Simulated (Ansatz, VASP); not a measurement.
**InP in VASP and in Ansatz**

Contents of POSCAR:

```
InP
1.0
    0.0000000000      2.9305000000      2.9305000000
    2.9305000000      0.0000000000      2.9305000000
    2.9305000000      2.9305000000      0.0000000000
In P
1 1
Direct
    0.0000000000      0.0000000000      0.0000000000
    0.7500000000      0.7500000000      0.7500000000
```

INCAR.step1

```
ALGO     = Normal         # electronic algorithm
EDIFF    = 1E-5           # SCF threshold, eV
ENCUT    = 520            # plane-wave cutoff, eV
GGA      = PE             # functional
ISIF     = 2              # what is computed and relaxed
ISMEAR   = -1             # smearing method
LASPH    = T              # aspherical terms in the spheres
LCHARG   = F              # write CHGCAR
LREAL    = F              # projectors in reciprocal space
LWAVE    = T              # write WAVECAR
NELM     = 80             # most SCF steps
PREC     = Accurate       # precision mode
SIGMA    = 0.05           # smearing width, eV
```

The input INCAR.step2:

```
AEXX     = 0.25           # exact-exchange fraction
ALGO     = Normal         # electronic algorithm
EDIFF    = 1E-6           # SCF threshold, eV
ENCUT    = 520            # plane-wave cutoff, eV
GGA      = PE             # functional
HFRCUT   = -1           
ISIF     = 2              # what is computed and relaxed
ISMEAR   = -1             # smearing method
ISTART   = 1            
LASPH    = T              # aspherical terms in the spheres
LCHARG   = F              # write CHGCAR
LHFCALC  = T              # exact exchange
LREAL    = F              # projectors in reciprocal space
LWAVE    = F              # write WAVECAR
NELM     = 80             # most SCF steps
PREC     = Accurate       # precision mode
PRECFOCK = Fast         
SIGMA    = 0.05           # smearing width, eV
```

Contents of KPOINTS:

```
k-points
0
Gamma
  4 4 4
```

The input KPOINTS_OPT:

```
path GXWKGLUWLK,UX
8
line-mode
reciprocal
 0.0000000000  0.0000000000  0.0000000000  G
 0.5000000000  0.0000000000  0.5000000000  X

 0.5000000000  0.0000000000  0.5000000000  X
 0.5000000000  0.2500000000  0.7500000000  W

 0.5000000000  0.2500000000  0.7500000000  W
 0.3750000000  0.3750000000  0.7500000000  K

 0.3750000000  0.3750000000  0.7500000000  K
 0.0000000000  0.0000000000  0.0000000000  G

 0.0000000000  0.0000000000  0.0000000000  G
 0.5000000000  0.5000000000  0.5000000000  L

 0.5000000000  0.5000000000  0.5000000000  L
 0.6250000000  0.2500000000  0.6250000000  U

 0.6250000000  0.2500000000  0.6250000000  U
 0.5000000000  0.2500000000  0.7500000000  W

 0.5000000000  0.2500000000  0.7500000000  W
 0.5000000000  0.5000000000  0.5000000000  L

 0.5000000000  0.5000000000  0.5000000000  L
 0.3750000000  0.3750000000  0.7500000000  K

 0.6250000000  0.2500000000  0.6250000000  U
 0.5000000000  0.0000000000  0.5000000000  X
```

input.yaml

```yaml
crystal:
  lattice:
    - [0.0, 2.9305, 2.9305]
    - [2.9305, 0.0, 2.9305]
    - [2.9305, 2.9305, 0.0]
  atoms:
    - { symbol: In, position: [0.0, 0.0, 0.0] }
    - { symbol: P, position: [0.75, 0.75, 0.75] }
hamiltonian:
  xc: pbe0
  pseudopotentials: { kind: paw }
kpoints:
  mp_grid: { grid: [4, 4, 4] }
  band_path:
    path:
      - [[0.0, 0.0, 0.0], [0.5, 0.0, 0.5], [0.5, 0.25, 0.75], [0.375, 0.375, 0.75], [0.0, 0.0, 0.0], [0.5, 0.5, 0.5], [0.625, 0.25, 0.625], [0.5, 0.25, 0.75], [0.5, 0.5, 0.5], [0.375, 0.375, 0.75]]
      - [[0.625, 0.25, 0.625], [0.5, 0.0, 0.5]]
    npoints: 4
scf:
  occupations: { method: fermi_dirac, width: 0.05 }
  n_extra_bands: 6
output:
  forces: true
  stress: true
  eigenvalues: true
  fatbands: false
```

Alike in both runs: task band structure; functional PBE0; k mesh 4 × 4 × 4; occupations fermi-dirac, width 0.05 eV; no spin polarisation.

```csv
,VASP,Ansatz
version,VASP 6.6.1,Ansatz 0.2.0
potentials or method,"VASP PAW PBE potentials, release 64 (In_d, P)",Ansatz PAW
plane-wave cutoff (eV),520,420
valence electrons in the cell,18,18
```

|  | VASP | Ansatz | Ansatz less VASP |
| --- | --- | --- | --- |
| gap on the k mesh at the Fermi level (eV) | 2.22 | 2.20 | -0.017 |
| least direct gap on the mesh (eV) | 2.22 | 2.20 | -0.017 |
| gap along the band path (eV) | 2.22 | 2.20 | -0.017 |
| pressure (GPa) | 1.2 | 1.5 | +0.29 |

Caveats: the k mesh is coarse (spacing up to 0.46 Å⁻¹), so the values aren't converged, least of all with exact exchange; spin-orbit coupling is left out, which moves the levels of the heavy elements; the PAW data sets were made with another functional, which shifts forces and pressure a little (VASP); the PAW data sets come from PBE, with cores solved anew for the run's functional, which leaves a small shift of forces and pressure (Ansatz); the thresholds are loose for stress (Ansatz).
